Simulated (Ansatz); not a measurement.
We consider rutile RuO2, described by PBE (Ansatz, an electronic-structure program, plane waves, PAW).

Run with plane-wave cutoff 520 eV, 12×12×18 k mesh (along the axes of the cell as run), Fermi–Dirac smearing 0.05 eV, no spin polarisation, scalar-relativistic PAW data made under PBE.

Computed points:

```tsv
V (Å³/atom)	E − E_lowest (meV/atom)	P (GPa)
10.211	14.41	11.28
10.423	3.47	5.32
10.636	0.00	0.00
10.849	3.21	-4.74
11.061	12.36	-8.96
```

**Question.** Estimate the bulk modulus from the pressures at 10.423 and 10.849 Å³/atom, and compare it with a fit to all energies.

**Answer.** B = −V dP/dV. Between V = 10.423 and 10.849 Å³/atom, dP/dV = (-4.74 − (5.32))/(10.849 − 10.423) = -23.6 GPa per Å³/atom; at the midpoint 10.636 Å³/atom this gives B ≈ 251 GPa. The third-order Birch–Murnaghan fit gives V0 = 10.636 Å³/atom, B0 = 251 GPa, B′ = 4.8, which lies within 1 % of that estimate.

Shape and atoms are relaxed at each volume.

Measured, for comparison: bulk modulus 270 GPa (room temperature, no zero-point or thermal correction; as tabulated in LI and ZENG (2008), arXiv:0807.3251). Computed (rounded) less measured: bulk modulus -7 %.

Note: the bulk modulus comes from volumes at which shape and atoms were relaxed.

Static lattice: no zero-point or thermal effects.
